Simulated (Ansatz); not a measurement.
# Mo (Im-3m) in Ansatz: further runs

Aim: see how the results for Mo move with the level of theory and the settings. Levels: PBE+D3(BJ)-ATM, RPBE+U. Tasks: optical spectrum, band structure.

Everything below comes from runs of Ansatz 0.2.0. Logs are shortened: lines on timing, memory, paths and dates and some standing lists are left out, and cuts for length are marked.

### Step 1. The structure

It takes space group Im-3m (No. 229, cubic). The conventional cell has a = 3.168 Å, b = 3.168 Å, c = 3.168 Å, α = 90.00°, β = 90.00°, γ = 90.00°. Mo (site symmetry m-3m) has 8 Mo at 2.74 Å as nearest neighbours.

### Step 2. Optical spectrum, PBE+D3(BJ)-ATM, collinear spin, ferromagnetic start

The input, input.yaml:

```yaml
crystal:
  lattice: { a: 3.16761794, b: 3.16761794, c: 3.16761794, alpha: 90.0, beta: 90.0, gamma: 90.0 }
  space_group: 229
  reduce_to_primitive: true
  atoms:
    - { symbol: Mo, wyckoff: "2a", position: [0.0, 0.0, 0.0], spin: 1.0 }
hamiltonian:
  xc: pbe
  pseudopotentials: { kind: paw }
  dispersion: d3bjatm
magnetization:
  spin_polarized: true
kpoints:
  mp_grid: { grid: [12, 12, 12] }
scf:
  occupations: { method: gaussian, width: 0.1 }
  n_extra_bands: 12
output:
  eigenvalues: true
  optics: { e_range: [0, 14], sigma: 0.1, nscf_kmesh: { grid: [16, 16, 16] } }
  write_density: true
  write_potential: true
  elf: true
  volumetric_format: npy
```

Potentials or basis: Ansatz PAW.

Started as:

```console
> ansatz run input.yaml --threads 1 --pin off --max-ram 2560MiB --backend cpu --events-out ev --progress --plain --runs-dir out
```

The program printed:

```text
Warning: RAYON_NUM_THREADS=1 ignored (pool sized by the plan → 1); use --threads N
crystal.space_group: 229 is read as Im-3m: the typed cell holds Mo2 (Mo 2a). Least distances (Å): Mo–Mo 2.743
scf.n_extra_bands = 12 over 7 filled bands (N_el = 14.0): the run solves 19 bands
Engine: ansatz 0.2.0, x86_64-unknown-linux-gnu
Pseudopotentials: kind: paw
Pseudopotential: Mo, paw, valence charge 14, recommended cutoff 420 eV (normal), Mo.paw.azcp
Functional definition: PBE
  parameter kappa = 0.804
  parameter beta = 0.06672455060314922
  exchange = pbe_x(kappa = kappa, mu = beta*pi^2/3)
  correlation = pbe_c(beta = beta)
Crystal: 1 atoms, lattice volume = 15.892 Å³
Basis set: ecut = 420 eV, 321 PW (Γ)
Bands: 19, of which v1, the nominal top of the filled ones, is band 7 counted from 1 (6 counted from 0)
Symmetry: 48 space group operations
Space group: Im-3m (ITA 229), of the structure as read, at distance tolerance 2.5e-5 Å
Magnetic group: BNS 229.140 (UNI 1642), of the structure as read, at distance tolerance 2.5e-5 Å
k-points: 72 of 1728
Non-local potential: Mo, projectors of the file, l = 0: 3, l = 1: 2, l = 2: 2, l = 3: 1
PAW form: soft (Blöchl's): semilocal exchange-correlation on the pseudo side does not see the compensation charge
PAW one-centre angular grid: Mo, 590 points (default); XC on 64 Gauss nodes
Initial density: superposition of atomic densities (chi_scale 0.1, normalization cell)
Starting moments: Σ|m| = 1 μB on 1 of 1 site
Initial wavefunctions: pseudopotential atomic-orbital guess
Functional: x = pbe(κ = 0.804, μ = 0.2195149727645171), c = pbe(β = 0.06672455060314922)
SCF iter   1: F=—  HF=-4957.638562 eV  |F-HF|=—  |Δ(HF+E_count)|=         —  Δρ=8.34e-2 (↑8.34e-2 ↓4.16e-2)  dr2=1.76e0  dr2_m=2.32e-1  M=0.046 μB ∫|m|=0.055 μB  β_m=0.30  ethr=3.10e-3  ⟨swp⟩=5.1  Hψ=13134  notcnv=0  defer=195
Mixer restart at iter 1: flushing history
preconditioner: auto → none  [metal: Δε(μ)=0.068 eV  Ē_g=21.027 eV  σ=0.100 eV  W_gap=0.35  n_scr=0 (ndim 8)  ℏωp=22.8 eV  f_vac=0.000  D(μ)=0.48/eV (n_scr^D=0)]
SCF iter   2: F=—  HF=-4956.859830 eV  |F-HF|=—  |Δ(HF+E_count)|=   7.79e-1  Δρ=4.86e-2 (↑4.86e-2 ↓2.72e-2)  dr2=3.87e-1  dr2_m=1.17e-1  M=0.024 μB ∫|m|=0.035 μB  β_m=0.44  ethr=3.10e-3  ⟨swp⟩=2.4  Hψ=5141  notcnv=0  defer=824
SCF iter   3: F=—  HF=-4956.668676 eV  |F-HF|=—  |Δ(HF+E_count)|=   1.91e-1  Δρ=1.25e-2 (↑1.25e-2 ↓1.21e-2)  dr2=1.18e-2  dr2_m=1.35e-2  M=0.011 μB ∫|m|=0.015 μB  β_m=0.65  ethr=2.76e-3  ⟨swp⟩=2.6  Hψ=4036  notcnv=0  defer=824
SCF iter   4: F=—  HF=-4956.667461 eV  |F-HF|=—  |Δ(HF+E_count)|=   1.21e-3  Δρ=8.71e-4 (↑8.71e-4 ↓8.54e-4)  dr2=1.37e-4  dr2_m=6.52e-5  M=0.001 μB ∫|m|=0.002 μB  β_m=0.82  ethr=8.45e-5  ⟨swp⟩=1.5  Hψ=3551  notcnv=0  defer=821
SCF iter   5: F=—  HF=-4956.667461 eV  |F-HF|=—  |Δ(HF+E_count)|=   3.00e-7  Δρ=1.38e-4 (↑1.38e-4 ↓1.18e-4)  dr2=1.09e-6  dr2_m=1.79e-6  M=0.000 μB ∫|m|=0.001 μB  β_m=0.91  ethr=9.78e-7  ⟨swp⟩=2.4  Hψ=3566  notcnv=0  defer=821
SCF iter   6: F=—  HF=-4956.667463 eV  |F-HF|=—  |Δ(HF+E_count)|=   2.57e-6  Δρ=1.80e-5 (↑1.20e-5 ↓1.80e-5)  dr2=1.20e-8  dr2_m=2.90e-8  M=0.000 μB ∫|m|=0.000 μB  β_m=0.96  ethr=7.78e-9  ⟨swp⟩=1.8  Hψ=3166  notcnv=0  defer=821
SCF iter   7: F=—  HF=-4956.667463 eV  |F-HF|=—  |Δ(HF+E_count)|=   5.12e-8  Δρ=2.49e-6 (↑2.49e-6 ↓1.02e-6)  dr2=4.46e-10  dr2_m=1.43e-10  M=0.000 μB ∫|m|=0.000 μB  β_m=0.91  ethr=8.54e-11  ⟨swp⟩=2.1  Hψ=3378  notcnv=0  defer=821
SCF iter   8: F=—  HF=-4956.667463 eV  |F-HF|=—  |Δ(HF+E_count)|=  2.81e-10  Δρ=4.01e-7 (↑4.01e-7 ↓2.16e-7)  dr2=1.32e-11  dr2_m=9.33e-12  M=0.000 μB ∫|m|=0.000 μB  β_m=0.95  ethr=3.18e-12  ⟨swp⟩=1.7  Hψ=3265  notcnv=0  defer=821
SCF iter   9: F=—  HF=-4956.667463 eV  |F-HF|=—  |Δ(HF+E_count)|=  2.09e-11  Δρ=2.87e-8 (↑2.87e-8 ↓1.78e-8)  dr2=7.94e-14  dr2_m=4.14e-14  M=0.000 μB ∫|m|=0.000 μB  β_m=0.98  ethr=1.00e-12  ⟨swp⟩=1.1  Hψ=2744  notcnv=0  defer=821
SCF iter  10: F=-4956.667463 eV  HF=-4956.667463 eV  |F-HF|=9.09e-13  |Δ(HF+E_count)|=    0.00e0  Δρ=4.02e-9 (↑4.02e-9 ↓2.91e-9)  dr2=1.02e-15  dr2_m=1.16e-15  M=0.000 μB ∫|m|=0.000 μB  ethr=1.00e-12  ⟨swp⟩=6.6  Hψ=13167  notcnv=0
SCF 1 converged in 10 iterations: F = -4956.667463 eV  dr2 = 1.02e-15
WARN: the starting moments were not kept: the SCF closed with an absolute magnetisation of 2.1e-8 μB, where they sum to 1 μB in size (1 site). That is at most 0.1 of that sum. Measured as dr2_m measures the in/out step, that magnetisation stands 1.7e-16 eV from none, at or under the dr2_threshold of 1.0e-11 eV: it is no larger than a step whose dr2_m would equal this threshold. The system may hold no moment; this SCF shows only that its start led to no more than that. To try another start: raise the starting moments (crystal.atoms[].spin, magnetization.per_species, magnetization.initial_magnetization, or on a non-collinear deck that types none of these the spinor_matrix: blocks that start its atoms; where the total moment is fixed, keep their sum and leave initial_magnetization as it is; typed ones take the place of any that the run laid by itself, positive ones on a crystal's lanthanoids without a Hubbard term where scf.initial_density.shell_occupations: [] is typed) or, if the notice of its spin-set hold's release reads "site moments contracting" or "site moments show no strong build", lengthen the hold (scf.mixing.spin_hold: { on: { confirm: 4 } }; for m-r²SCAN on two components see the key's manual first). Each may lead to a state that holds a moment. A second SCF, from the converged charge density, with the starting moments and any scf.initial_density.shell_occupations laid on it anew, would have followed, and was not run: the deck does not ask for one (magnetization.retry_lost_moments is false, the default). To let it run, set magnetization.retry_lost_moments: true and run the deck again, where that key's refused combinations let it; where memory then withholds it, that run's warning says so.
NSCF: frozen V_eff on 145 k-points
Optics k sum: 0 of 145 k-points
Optics k sum: 8 of 145 k-points
Optics k sum: 15 of 145 k-points
Optics k sum: 22 of 145 k-points
Optics k sum: 29 of 145 k-points
Optics k sum: 37 of 145 k-points
[... 76 lines left out ...]
Optics k sum: 138 of 145 k-points
Optics k sum: 145 of 145 k-points
SCF converged after 10 iterations
Magnetization: 0.0000 μB (7.0000 up, 7.0000 down)
Absolute magnetization: 0.0000 μB (∫|ρ↑−ρ↓|, with the PAW one-centre terms)
Spin contamination: 0.0000 ħ² per cell (⟨S²⟩ above its minimum at these occupations)
Per-site moments (μB) at R_I (Å): [(4.627229133809332e-9, 1.1315855122783745)]
Free energy (F): -4956.667463 eV
Harris-Foulkes:  -4956.667463 eV  (|F-HF|=9.09e-13)
Internal energy: -4956.665792 eV  (E = F + TS)
E sigma→0 (E₀):  -4956.666628 eV
Entropy (-TS):   -0.001672 eV (-1.672 meV/atom)
Fermi energy:    20.658814 eV
--- Per-component energies (eV) ---
  E_band       = -60.245734
  E_kinetic    = 440.313072
  E_local      = -795.694666  (includes V_loc(G=0)·N_el)
  E_nonlocal   = 142.508033
  E_hartree    = 262.646739
  E_xc         = -183.394120
  E_vxc        = -228.880153  (∫ρ·V_xc dr)
  E_paw        = -3201.145488  (= ΣΔE_a)
  E_vpaw       = -143.785540  (= ΣTr[D̂ρ^β])
  E_aug_tail   = 0.000043  (compensation charges beyond the density's cutoff)
  E_ewald      = -1621.268696
  E_disp       = -0.630708  (pairwise vdW)
  E_smearing   = -0.001672  (= −TS)
  E_closure    = 0.000000  (closes the sum)
  Σ components = -4956.667463   (vs F -4956.667463, Δ=0.00e0)
--- Band table (eV; the first three rows and the last of 144) ---
  k-point 0 ↑: bands = ["-40.5761", "-13.8726", "-13.8726", "-13.8726", "13.5306", "19.3719", "19.3719", "19.3719", "22.3334", "22.3334", "35.3741", "35.3741", "35.3741", "46.7366", "46.7366", "49.7836", "49.7836", "49.7836", "55.8762"]
  k-point 1 ↑: bands = ["-40.5598", "-13.9676", "-13.9020", "-13.8733", "13.8289", "19.2063", "19.3411", "19.6532", "22.1036", "22.3394", "35.5836", "35.8706", "35.9245", "44.6817", "45.8823", "49.4437", "49.8811", "52.4292", "54.4307"]
  k-point 2 ↑: bands = ["-40.5152", "-14.2222", "-13.9816", "-13.8751", "14.6189", "18.7848", "19.1960", "20.4701", "21.7787", "22.3791", "35.8729", "36.9016", "37.2722", "42.6599", "44.4141", "47.6334", "49.7164", "52.6356", "53.0529"]
  k-point 71 ↓: bands = ["-40.1543", "-14.7903", "-14.7903", "-14.7903", "15.3947", "15.3947", "24.5875", "24.5875", "24.5875", "29.6274", "29.6274", "29.6274", "40.0280", "41.0683", "41.0683", "43.4096", "55.9431", "55.9431", "55.9431"]
```

It took 25 s on 1 thread of AMD EPYC 9B45 (Zen 5), shared host; peak memory 0.84 GiB.

What came out:

```yaml
Free_energy: -4956.6675 eV
Band_gap_on_the_k_mesh: none (metal or under the smearing width)
Net_moment: 0.00 μB per cell
Absolute_moment: 0.00 μB per cell
```

Levels at points of the mesh, in eV from the Fermi level:
Spin up:
```
              k point  band 3  band 4  band 5  band 6  band 7  band 8  band 9  band 10  band 11  band 12
   (0.00, 0.00, 0.00)  -34.53  -34.53   -7.13   -1.29   -1.29   -1.29    1.67     1.67    14.72    14.72
  (0.00, 0.00, -0.50)  -34.96  -34.54   -5.17   -3.28    1.60    1.69    2.31     4.67    11.42    11.91
(-0.50, -0.50, -0.50)  -35.45  -35.45   -5.26   -5.26    3.93    3.93    3.93     8.97     8.97     8.97
```
Spin down:
```csv
k point,band 5,band 6,band 7,band 8,band 9,band 10
"(0.00, 0.00, 0.00)",-7.13,-1.29,-1.29,-1.29,1.67,1.67
"(0.00, 0.00, -0.50)",-5.17,-3.28,1.60,1.69,2.31,4.67
"(-0.50, -0.50, -0.50)",-5.26,-5.26,3.93,3.93,3.93,8.97
```

Dielectric function (mean over the directions given):
```tsv
energy (eV)	real part	imaginary part
0.70	-101.80	18.87
1.00	-36.86	20.79
1.30	-6.64	21.72
1.70	5.47	33.64
2.00	4.55	34.70
2.40	-5.47	34.25
2.70	-4.49	27.82
3.00	-2.03	24.34
3.40	-0.19	25.64
3.70	-0.50	26.11
4.10	-6.96	34.37
4.40	-14.71	25.83
4.70	-16.91	17.56
5.10	-14.52	12.60
5.40	-13.15	9.97
5.80	-12.16	6.82
6.10	-9.99	5.06
6.40	-8.59	3.98
6.80	-6.17	2.71
7.10	-3.88	5.43
7.50	-6.49	3.07
7.80	-5.49	2.15
8.20	-4.37	1.51
8.50	-3.64	1.22
8.80	-2.99	1.03
9.20	-2.22	0.87
9.50	-1.70	0.80
9.90	-1.04	0.73
10.20	-0.53	0.69
10.50	0.10	0.67
10.90	1.27	1.40
11.20	1.43	2.45
11.60	0.54	3.37
11.90	0.07	3.17
12.20	-0.25	2.91
12.60	-0.25	2.75
12.90	-0.38	2.70
13.30	-0.46	2.42
13.60	-0.39	2.21
14.00	-0.22	2.03
```

Caveat: spectra need much finer meshes, so this one isn't converged; independent-particle spectra lack excitons; the intraband (Drude) part of a metal's response may be missing; pairwise dispersion overbinds metals, which lowers pressure and volume; the starting moments weren't kept.

### Step 3. Band structure, RPBE+U, collinear spin, random start

The input, input.yaml:

```yaml
crystal:
  lattice:
    - [-1.5838089719, 1.5838089719, 1.5838089719]
    - [1.5838089719, -1.5838089719, 1.5838089719]
    - [1.5838089719, 1.5838089719, -1.5838089719]
  atoms:
    - { symbol: Mo, position: [0.0, 0.0, 0.0], spin: -0.18 }
hamiltonian:
  xc: rpbe
  pseudopotentials: { kind: paw }
  hubbard: { sites: [{ species: Mo, l: d, u_eff: 1.0 }], double_counting: fll }
magnetization:
  spin_polarized: true
kpoints:
  mp_grid: { grid: [12, 12, 12] }
  band_path:
    path:
      - [[0.0, 0.0, 0.0], [0.5, -0.5, 0.5], [0.0, 0.0, 0.5], [0.0, 0.0, 0.0], [0.25, 0.25, 0.25], [0.5, -0.5, 0.5]]
      - [[0.25, 0.25, 0.25], [0.0, 0.0, 0.5]]
    npoints: 14
scf:
  occupations: { method: cold, width: 0.15 }
  n_extra_bands: 6
output:
  forces: true
  stress: true
  eigenvalues: true
  fatbands: false
```

Potentials or basis: Ansatz PAW.

Started as:

```console
> ansatz run input.yaml --threads 1 --pin off --max-ram 2560MiB --backend cpu --events-out ev --progress --plain --runs-dir out
```

It took 1.9 s on 1 thread of AMD EPYC 9B45 (Zen 5), shared host; peak memory 0.35 GiB.

The run converged. Its results:

```
Free energy            : -4961.8199 eV
Pressure               : 1.9 GPa
Band gap on the k mesh : none (metal or under the smearing width)
Net moment             : 0.00 μB per cell
Absolute moment        : 0.00 μB per cell
```

Levels at the corners of the path, in eV from the Fermi level:
Spin up:
| point | band 5 | band 6 | band 7 | band 8 | band 9 | band 10 |
| --- | --- | --- | --- | --- | --- | --- |
| Γ | -7.12 | -1.37 | -1.37 | -1.37 | 1.74 | 1.74 |
| H | -5.20 | -5.20 | 3.83 | 3.83 | 3.83 | 8.97 |
| N | -5.20 | -3.36 | 1.59 | 1.71 | 2.38 | 4.57 |
| Γ | -7.12 | -1.37 | -1.37 | -1.37 | 1.74 | 1.74 |
| P | -2.63 | -2.63 | -2.63 | 2.50 | 2.50 | 9.51 |
| H | -5.20 | -5.20 | 3.83 | 3.83 | 3.83 | 8.97 |
| P | -2.63 | -2.63 | -2.63 | 2.50 | 2.50 | 9.51 |
| N | -5.20 | -3.36 | 1.59 | 1.71 | 2.38 | 4.57 |
Spin down:
```
point  band 5  band 6  band 7  band 8  band 9  band 10
    Γ   -7.12   -1.37   -1.37   -1.37    1.74     1.74
    H   -5.20   -5.20    3.83    3.83    3.83     8.97
    N   -5.20   -3.36    1.59    1.71    2.38     4.57
    Γ   -7.12   -1.37   -1.37   -1.37    1.74     1.74
    P   -2.63   -2.63   -2.63    2.50    2.50     9.51
    H   -5.20   -5.20    3.83    3.83    3.83     8.97
    P   -2.63   -2.63   -2.63    2.50    2.50     9.51
    N   -5.20   -3.36    1.59    1.71    2.38     4.57
```

Eigenvalues of the final occupation matrices:
| site | spin | trace | eigenvalues |
| --- | --- | --- | --- |
| site 1 | 1 | 2.61 | 0.43 0.43 0.58 0.58 0.58 |
| site 1 | 2 | 2.61 | 0.43 0.43 0.58 0.58 0.58 |

Caveat: the magnetic or orbital state may not be the lowest; the PAW data sets come from PBE, with cores solved anew for the run's functional, which leaves a small shift of forces and pressure; the U is typed as a test and isn't derived for this compound; the starting moments weren't kept.

### Step 4. The reference run

An earlier run on the cell as given: functional PBE; potentials or basis Ansatz PAW; cutoff 420 eV (not typed: the program's choice for these potentials); k mesh 12 × 12 × 12; occupations fermi-dirac, width 0.05 eV; no spin polarisation.

- Pressure: -1.9 GPa
- Band gap on the k mesh: none (metal or under the smearing width)

### Step 5. Overview

```csv
task,level,spin,U,smearing,broadening,double counting,points for each segment of the path,hubbard projectors,gap on the mesh (eV),pressure (GPa),moment (μB)
optical spectrum,PBE+D3(BJ)-ATM,"collinear, ferromagnetic start",-,gaussian 0.1 eV,0.1 eV,-,-,-,none,-,0.00
band structure,RPBE+U,"collinear, random start",Mo d U = 1 eV,cold 0.15 eV,-,fll,14,ortho-atomic (the default),none,1.9,0.00
single point,PBE,off,-,fermi-dirac 0.05 eV,-,-,-,-,none,-1.9,-
```

Alike in all rows: potentials or basis Ansatz PAW; cell as given; k mesh 12 × 12 × 12; cutoff (eV) 420.

Every run on the cell as given and a fine mesh finds a metal.

Caveats: the starting moments weren't kept (some runs); spectra need much finer meshes, so this one isn't converged (some runs); independent-particle spectra lack excitons (some runs); the intraband (Drude) part of a metal's response may be missing (some runs); pairwise dispersion overbinds metals, which lowers pressure and volume (some runs); the magnetic or orbital state may not be the lowest (some runs); the PAW data sets come from PBE, with cores solved anew for the run's functional, which leaves a small shift of forces and pressure (some runs).

Absolute energies hang on the potentials; compare differences alone.
